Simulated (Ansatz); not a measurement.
# Al (Im-3m) in Ansatz: settings compared

One crystal, Al, is run at these levels: LDA, RPBE; tasks: single point.

All numbers are computed with Ansatz 0.2.0; they aren't measurements. Logs are shortened: lines on timing, memory, paths and dates and some standing lists are left out, and cuts for length are marked.

## Step 1: Starting point

It takes space group Im-3m (No. 229, cubic). The conventional cell has a = 3.182 Å, b = 3.182 Å, c = 3.182 Å, α = 90.00°, β = 90.00°, γ = 90.00°. Al (site symmetry m-3m) has 8 Al at 2.76 Å as nearest neighbours.

This isn't the form of Al at room conditions, which is fcc.

## Step 2: Single point, LDA

input.yaml

```yaml
crystal:
  lattice:
    - [-1.59121869, 1.59121869, 1.59121869]
    - [1.59121869, -1.59121869, 1.59121869]
    - [1.59121869, 1.59121869, -1.59121869]
  atoms:
    - { symbol: Al, position: [0.0, 0.0, 0.0] }
kpoints:
  mp_grid: { grid: [12, 12, 12] }
scf:
  occupations: { method: gaussian, width: 0.05 }
hamiltonian:
  xc: lda
  pseudopotentials: { kind: all_electron, lapw: { basis_error: 0.001 } }
output:
  forces: true
  stress: true
  eigenvalues: true
```

Potentials or basis: all-electron LAPW, scalar-relativistic.

Command:

```sh
$ ansatz run input.yaml --threads 1 --pin off --max-ram 3072MiB --backend cpu --events-out ev --progress --plain --runs-dir out
```

The log of the run:

```text
Warning: RAYON_NUM_THREADS=1 ignored (pool sized by the plan → 1); use --threads N
LAPW: plane waves up to 6.235 Å⁻¹, error target 1.0e-3 eV per atom; small_component_spin mean_spin; Al in spheres of 1.378 Å, 11 of its electrons in bands, Dirac shells [] (how accurate: hamiltonian.pseudopotentials.lapw.basis_error, Limitations)
Engine: ansatz 0.2.0, x86_64-unknown-linux-gnu
Pseudopotentials: kind: all_electron
Pseudopotential: Al, LAPW, valence charge 11, lapw/all_electron/scalar/gaussian/Al, Koelling and Harmon's equation, gaussian nucleus
Functional definition: SPW92
  exchange = slater_x
  correlation = pw_c
Crystal: 1 atoms, lattice volume = 16.116 Å³
Basis set: ecut = 148.09208419988505 eV, 55 PW (Γ), exchange–correlation at level 2
Bands: 10, of which v1, the nominal top of the filled ones, is band 6 counted from 1 (5 counted from 0)
Symmetry: 48 space group operations
Space group: Im-3m (ITA 229), of the structure as read, at distance tolerance 2.5e-5 Å
k-points: 72 of 1728
Non-local potential: Al, projectors of the file, none
Initial density: superposition of atomic densities (chi_scale 0.1, normalization cell)
Initial wavefunctions: plane waves of lowest kinetic energy (no species holds an atomic orbital)
Functional: x = slater, c = lda
iter 1 solved again at ethr=1.17e-4 eV; its pass at ethr=1.00e-1 eV (dr2=1.28e-2 eV) is discarded
SCF iter   1: F=—  HF=-6582.892820 eV  |F-HF|=—  |Δ(HF+E_count)|=         —  Δρ=1.11e-2  dr2=1.29e-2  ethr=1.17e-4  ⟨swp⟩=3.3  Hψ=5551  notcnv=0
preconditioner: auto → none  [insulator: Δε(μ)=0.070 eV  Ē_g=13.407 eV  σ=0.050 eV  W_gap=0.63  n_scr=0 (ndim 8)  ℏωp=16.0 eV  f_vac=0.000  D(μ)=0.38/eV (n_scr^D=0)  ε∞_Penn≈2.4]
SCF iter   2: F=—  HF=-6582.867586 eV  |F-HF|=—  |Δ(HF+E_count)|=   2.52e-2  Δρ=4.90e-3  dr2=2.40e-3  ethr=1.17e-4  ⟨swp⟩=2.0  Hψ=2050  notcnv=0
iter 3 solved again at ethr=4.88e-8 eV; its pass at ethr=2.18e-5 eV (dr2=5.36e-6 eV) is discarded
SCF iter   3: F=—  HF=-6582.862418 eV  |F-HF|=—  |Δ(HF+E_count)|=   5.17e-3  Δρ=2.81e-4  dr2=5.38e-6  ethr=4.88e-8  ⟨swp⟩=2.6  Hψ=3598  notcnv=0
SCF iter   4: F=—  HF=-6582.862399 eV  |F-HF|=—  |Δ(HF+E_count)|=   1.87e-5  Δρ=8.42e-5  dr2=6.28e-7  ethr=4.88e-8  ⟨swp⟩=2.0  Hψ=1964  notcnv=0
SCF iter   5: F=-6582.862400 eV  HF=-6582.862400 eV  |F-HF|=4.18e-11  |Δ(HF+E_count)|=   2.70e-7  Δρ=1.86e-6  dr2=3.07e-10  ethr=5.71e-9  ⟨swp⟩=2.0  Hψ=1964  notcnv=0
SCF 1 converged in 5 iterations: F = -6582.862400 eV  dr2 = 3.07e-10
SCF converged after 5 iterations
Free energy (F): -6582.862400 eV
Harris-Foulkes:  -6582.862400 eV  (|F-HF|=4.18e-11)
Internal energy: -6582.861940 eV  (E = F + TS)
E sigma→0 (E₀):  -6582.862170 eV
Entropy (-TS):   -0.000459 eV (-0.459 meV/atom)
Fermi energy:    9.873234 eV
--- Per-component energies (eV) ---
  E_band       = -498.039162
  E_kinetic    = 6589.665125
  E_xc         = -481.783546
  E_electrostatic = -12690.743519  (all electrons and nuclei)
  E_smearing   = -0.000459  (= −TS)
  E_closure    = 0.000000  (closes the sum)
  E_atoms      = -6578.785301  (free atoms, spherical and without spin; not in F)
  Σ components = -6582.862400   (vs F -6582.862400, Δ=0.00e0)
  Basis errors (estimates in eV, not in F): energy 3.2e-4 per atom: plane waves 3.1e-4 (1.6e-4 summed), levels above the bands 0.0e0, relativity 6.1e-10, radial functions 1.0e-5, core shells 1.5e-16; eigenvalues (radial functions only) 1.0e-4; not estimated: angular momenta, meshes, grids; target (lapw.basis_error) 1.0e-3; muffin-tin radii Al 1.378 Å
--- Forces (eV/Å), atoms counted from 1 ---
  atom   1  Al    -0.00000000    -0.00000000    -0.00000000
  max |Σ_I F_I| component: 3.90e-32 eV/Å
--- Stress (GPa, compression-positive) ---
        0.505182       0.000000      -0.000000
        0.000000       0.505182      -0.000000
       -0.000000      -0.000000       0.505182
  P = ⅓ Tr σ = 0.5052 GPa (5.052 kbar)
--- Band table (eV; the first three rows and the last of 72) ---
  k-point 0: bands = ["-92.6559", "-54.8445", "-54.8445", "-54.8445", "-1.3482", "23.2437", "23.2437", "23.2437", "24.6781", "24.6781"]
  k-point 1: bands = ["-92.6556", "-54.8463", "-54.8451", "-54.8444", "-1.1455", "21.0711", "22.0440", "22.5060", "23.9469", "25.0717"]
  k-point 2: bands = ["-92.6549", "-54.8511", "-54.8469", "-54.8444", "-0.5393", "17.6464", "20.6503", "21.1656", "22.6696", "23.8888"]
  k-point 71: bands = ["-92.6491", "-54.8650", "-54.8650", "-54.8650", "11.7931", "11.7931", "11.7931", "12.9412", "12.9412", "15.5556"]
```

Run time: 2 s. Hardware: 1 thread of Intel Xeon at 2.70GHz, shared host; peak memory 0.23 GiB.

Results:

```yaml
Free_energy: -6582.8624 eV
Pressure: 0.5 GPa
Band_gap_on_the_k_mesh: none (metal or under the smearing width)
```

Levels at points of the mesh, in eV from the Fermi level:
| k point | band 5 | band 6 | band 7 | band 8 |
| --- | --- | --- | --- | --- |
| (0.00, 0.00, 0.00) | -11.22 | 13.37 | 13.37 | 13.37 |
| (0.00, 0.00, -0.50) | -4.32 | -3.87 | 8.25 | 8.38 |
| (-0.50, -0.50, -0.50) | 1.92 | 1.92 | 1.92 | 3.07 |

## Step 3: Single point, RPBE

Changes to input.yaml since step 2:

```diff
@@ -10,5 +10,5 @@
 scf:
-  occupations: { method: gaussian, width: 0.05 }
+  occupations: { method: gaussian, width: 0.02 }
 hamiltonian:
-  xc: lda
+  xc: rpbe
   pseudopotentials: { kind: all_electron, lapw: { basis_error: 0.001 } }
```

Potentials or basis: all-electron LAPW, scalar-relativistic.

Command:

```sh
$ ansatz run input.yaml --threads 1 --pin off --max-ram 3072MiB --backend cpu --events-out ev --progress --plain --runs-dir out
```

The log of the run:

```text
Warning: RAYON_NUM_THREADS=1 ignored (pool sized by the plan → 1); use --threads N
LAPW: plane waves up to 6.212 Å⁻¹, error target 1.0e-3 eV per atom; small_component_spin mean_spin; Al in spheres of 1.378 Å, 11 of its electrons in bands, Dirac shells [] (how accurate: hamiltonian.pseudopotentials.lapw.basis_error, Limitations)
Engine: ansatz 0.2.0, x86_64-unknown-linux-gnu
Pseudopotentials: kind: all_electron
Pseudopotential: Al, LAPW, valence charge 11, lapw/all_electron/scalar/gaussian/Al, Koelling and Harmon's equation, gaussian nucleus
Functional definition: RPBE
  parameter kappa = 0.804
  parameter beta = 0.06672455060314922
  exchange = rpbe_x(kappa = kappa, mu = beta*pi^2/3)
  correlation = pbe_c(beta = beta)
Crystal: 1 atoms, lattice volume = 16.116 Å³
Basis set: ecut = 147.005118298918 eV, 55 PW (Γ), exchange–correlation at level 2
Bands: 10, of which v1, the nominal top of the filled ones, is band 6 counted from 1 (5 counted from 0)
Symmetry: 48 space group operations
Space group: Im-3m (ITA 229), of the structure as read, at distance tolerance 2.5e-5 Å
k-points: 72 of 1728
Non-local potential: Al, projectors of the file, none
Initial density: superposition of atomic densities (chi_scale 0.1, normalization cell)
Initial wavefunctions: plane waves of lowest kinetic energy (no species holds an atomic orbital)
Functional: x = rpbe, c = pbe(β = 0.06672455060314922)
iter 1 solved again at ethr=1.38e-4 eV; its pass at ethr=1.00e-1 eV (dr2=1.52e-2 eV) is discarded
SCF iter   1: F=—  HF=-6610.374336 eV  |F-HF|=—  |Δ(HF+E_count)|=         —  Δρ=1.20e-2  dr2=1.53e-2  ethr=1.38e-4  ⟨swp⟩=3.2  Hψ=5526  notcnv=0
preconditioner: auto → none  [metal: Δε(μ)=0.009 eV  Ē_g=13.520 eV  σ=0.020 eV  W_gap=0.24  n_scr=0 (ndim 8)  ℏωp=16.0 eV  f_vac=0.000  D(μ)=1.21/eV (n_scr^D=12)]
SCF iter   2: F=—  HF=-6610.354589 eV  |F-HF|=—  |Δ(HF+E_count)|=   1.97e-2  Δρ=5.45e-3  dr2=3.09e-3  ethr=1.38e-4  ⟨swp⟩=2.0  Hψ=2275  notcnv=0
iter 3 solved again at ethr=3.76e-8 eV; its pass at ethr=2.81e-5 eV (dr2=4.14e-6 eV) is discarded
SCF iter   3: F=—  HF=-6610.350327 eV  |F-HF|=—  |Δ(HF+E_count)|=   4.26e-3  Δρ=2.43e-4  dr2=4.15e-6  ethr=3.76e-8  ⟨swp⟩=2.7  Hψ=3757  notcnv=0
SCF iter   4: F=—  HF=-6610.350317 eV  |F-HF|=—  |Δ(HF+E_count)|=   1.06e-5  Δρ=7.14e-5  dr2=4.34e-7  ethr=3.76e-8  ⟨swp⟩=2.0  Hψ=1954  notcnv=0
SCF iter   5: F=-6610.350318 eV  HF=-6610.350318 eV  |F-HF|=7.70e-10  |Δ(HF+E_count)|=   7.37e-7  Δρ=2.16e-6  dr2=3.16e-10  ethr=3.95e-9  ⟨swp⟩=2.0  Hψ=1953  notcnv=0
SCF 1 converged in 5 iterations: F = -6610.350318 eV  dr2 = 3.16e-10
SCF converged after 5 iterations
Free energy (F): -6610.350318 eV
Harris-Foulkes:  -6610.350318 eV  (|F-HF|=7.70e-10)
Internal energy: -6610.350167 eV  (E = F + TS)
E sigma→0 (E₀):  -6610.350242 eV
Entropy (-TS):   -0.000151 eV (-0.151 meV/atom)
Fermi energy:    10.223782 eV
--- Per-component energies (eV) ---
  E_band       = -497.722380
  E_kinetic    = 6625.512206
  E_xc         = -510.486908
  E_electrostatic = -12725.375466  (all electrons and nuclei)
  E_smearing   = -0.000151  (= −TS)
  E_closure    = 0.000000  (closes the sum)
  E_atoms      = -6606.981989  (free atoms, spherical and without spin; not in F)
  Σ components = -6610.350318   (vs F -6610.350318, Δ=0.00e0)
  Basis errors (estimates in eV, not in F): energy 3.5e-4 per atom: plane waves 3.0e-4 (1.6e-4 summed), levels above the bands 0.0e0, relativity 1.1e-8, radial functions 4.4e-5, core shells 1.5e-16; eigenvalues (radial functions only) 1.2e-4; not estimated: angular momenta, meshes, grids; target (lapw.basis_error) 1.0e-3; muffin-tin radii Al 1.378 Å
--- Forces (eV/Å), atoms counted from 1 ---
  atom   1  Al    -0.00000000    -0.00000000     0.00000000
  max |Σ_I F_I| component: 1.44e-32 eV/Å
--- Stress (GPa, compression-positive) ---
        5.433807       0.000000      -0.000000
        0.000000       5.433807      -0.000000
       -0.000000      -0.000000       5.433807
  P = ⅓ Tr σ = 5.4338 GPa (54.338 kbar)
--- Band table (eV; the first three rows and the last of 72) ---
  k-point 0: bands = ["-93.4183", "-54.6777", "-54.6777", "-54.6777", "-1.0904", "23.6461", "23.6461", "23.6461", "25.4158", "25.4158"]
  k-point 1: bands = ["-93.4181", "-54.6794", "-54.6783", "-54.6777", "-0.8872", "21.4899", "22.5338", "22.8649", "24.5161", "25.4469"]
  k-point 2: bands = ["-93.4174", "-54.6841", "-54.6801", "-54.6776", "-0.2793", "18.0118", "21.1541", "21.4821", "23.1282", "24.3073"]
  k-point 71: bands = ["-93.4121", "-54.6975", "-54.6975", "-54.6975", "12.1310", "12.1310", "12.1310", "13.1211", "13.1211", "16.2437"]
```

Wall time 2.1 s (1 thread of Intel Xeon at 2.70GHz, shared host); peak memory 0.23 GiB.

Results:

```yaml
Free_energy: -6610.3503 eV
Pressure: 5.4 GPa
Band_gap_on_the_k_mesh: none (metal or under the smearing width)
```

## Step 4: Single point, LDA

Changes to input.yaml since step 3:

```diff
@@ -12,3 +12,3 @@
 hamiltonian:
-  xc: rpbe
+  xc: lda
   pseudopotentials: { kind: all_electron, lapw: { basis_error: 0.001 } }
```

Command:

```sh
$ ansatz run input.yaml --threads 1 --pin off --max-ram 3072MiB --backend cpu --events-out ev --progress --plain --runs-dir out
```

Run time: 2.5 s. Hardware: 1 thread of Intel Xeon at 2.70GHz, shared host; peak memory 0.23 GiB.

The run converged. Its results:

| Item | Value |
| --- | --- |
| Free energy | -6582.8622 eV |
| Pressure | 0.5 GPa |
| Band gap on the k mesh | none (metal or under the smearing width) |

Levels at points of the mesh, in eV from the Fermi level:
```
              k point  band 5  band 6  band 7  band 8
   (0.00, 0.00, 0.00)  -11.23   13.36   13.36   13.36
  (0.00, 0.00, -0.50)   -4.33   -3.87    8.25    8.37
(-0.50, -0.50, -0.50)    1.91    1.91    1.91    3.06
```

## Step 5: Summary

```tsv
level	cutoff (eV)	smearing	gap on the mesh (eV)	pressure (GPa)
LDA	148	gaussian 0.05 eV	none	0.5
RPBE	147	gaussian 0.02 eV	none	5.4
LDA	148	gaussian 0.02 eV	none	0.5
```

Alike in all rows: task single point; potentials or basis all-electron LAPW, scalar-relativistic; no spin polarisation; cell as given; k mesh 12 × 12 × 12; basis error allowed 0.001 eV/atom.

Every run on the cell as given and a fine mesh finds a metal. The pressure there spans 0.5 GPa (LDA) to 5.4 GPa (RPBE); a positive pressure means that this level wants a larger cell, a negative one a smaller.

Compare energies only between runs with the same functional and basis.
